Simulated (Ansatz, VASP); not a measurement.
PtS2: VASP beside Ansatz

INCAR

```
PREC = Accurate
ENCUT = 500
EDIFF = 1E-6
ISMEAR = -1
SIGMA = 0.05
LREAL = False
LASPH = True
NELM = 100
ALGO = Fast
ISIF = 2
LWAVE = False
LCHARG = False
LMAXMIX = 4
GGA = PE
```

Contents of KPOINTS:

```
regular mesh
0
Gamma
  9 9 5
```

Contents of POSCAR:

```
PtS2
1.0
    3.5432000000      0.0000000000      0.0000000000
   -1.7716000000      3.0685012107      0.0000000000
    0.0000000000      0.0000000000      5.0388000000
Pt S
1 2
Direct
    0.0000000000      0.0000000000      0.0000000000
    0.6666666667      0.3333333333      0.7730000000
    0.3333333333      0.6666666667      0.2270000000
```

Contents of KPOINTS_OPT:

```
path GMKGALHA,LM,KH
10
line-mode
reciprocal
 0.0000000000  0.0000000000  0.0000000000  G
 0.5000000000  0.0000000000  0.0000000000  M

 0.5000000000  0.0000000000  0.0000000000  M
 0.3333333333  0.3333333333  0.0000000000  K

 0.3333333333  0.3333333333  0.0000000000  K
 0.0000000000  0.0000000000  0.0000000000  G

 0.0000000000  0.0000000000  0.0000000000  G
 0.0000000000  0.0000000000  0.5000000000  A

 0.0000000000  0.0000000000  0.5000000000  A
 0.5000000000  0.0000000000  0.5000000000  L

 0.5000000000  0.0000000000  0.5000000000  L
 0.3333333333  0.3333333333  0.5000000000  H

 0.3333333333  0.3333333333  0.5000000000  H
 0.0000000000  0.0000000000  0.5000000000  A

 0.5000000000  0.0000000000  0.5000000000  L
 0.5000000000  0.0000000000  0.0000000000  M

 0.3333333333  0.3333333333  0.0000000000  K
 0.3333333333  0.3333333333  0.5000000000  H
```

input.yaml

```yaml
crystal:
  lattice:
    - [3.5432, 0.0, 0.0]
    - [-1.7716, 3.0685012107, 0.0]
    - [0.0, 0.0, 5.0388]
  atoms:
    - { symbol: Pt, position: [0.0, 0.0, 0.0] }
    - { symbol: S, position: [0.6666666667, 0.3333333333, 0.773] }
    - { symbol: S, position: [0.3333333333, 0.6666666667, 0.227] }
hamiltonian:
  xc: pbe
  pseudopotentials: { kind: paw }
kpoints:
  mp_grid: { grid: [9, 9, 5] }
  band_path:
    path:
      - [[0.0, 0.0, 0.0], [0.5, 0.0, 0.0], [0.3333333333, 0.3333333333, 0.0], [0.0, 0.0, 0.0], [0.0, 0.0, 0.5], [0.5, 0.0, 0.5], [0.3333333333, 0.3333333333, 0.5], [0.0, 0.0, 0.5]]
      - [[0.5, 0.0, 0.5], [0.5, 0.0, 0.0]]
      - [[0.3333333333, 0.3333333333, 0.0], [0.3333333333, 0.3333333333, 0.5]]
    npoints: 14
scf:
  occupations: { method: fermi_dirac, width: 0.05 }
  n_extra_bands: 7
output:
  forces: true
  stress: true
  eigenvalues: true
  fatbands: false
  write_density: true
  write_potential: true
  elf: true
  volumetric_format: npy
```

Alike in both runs: task band structure; functional PBE; k mesh 9 × 9 × 5; occupations fermi-dirac, width 0.05 eV; no spin polarisation.

|  | VASP | Ansatz |
| --- | --- | --- |
| version | VASP 6.6.1 | Ansatz 0.2.0 |
| potentials or method | VASP PAW PBE potentials, release 64 (Pt, S) | Ansatz PAW |
| plane-wave cutoff (eV) | 500 | 420 |
| valence electrons in the cell | 22 | 30 |

|  | VASP | Ansatz | Ansatz less VASP |
| --- | --- | --- | --- |
| gap on the k mesh at the Fermi level (eV) | 1.03 | 1.02 | -0.015 |
| least direct gap on the mesh (eV) | 1.08 | 1.07 | -0.009 |
| gap along the band path (eV) | 0.99 | 1.02 | +0.029 |
| pressure (GPa) | 11.1 | 11.6 | +0.53 |
| largest component of the traceless stress (GPa) | 1.00 | 1.17 | +0.175 |
| rms of the force components (eV/Å) | 0.571 | 0.592 | +0.0213 |

Atom by atom the forces differ by 0.021 eV/Å (rms over components). The two sets of potentials don't hold the same shells in valence.

Caveats: spin-orbit coupling is left out, which moves the levels of the heavy elements; forces of over 1 eV/Å show positions far from the minimum, so gaps and moduli don't describe the material at rest. As with any semilocal functional, this PBE gap is likely too small.
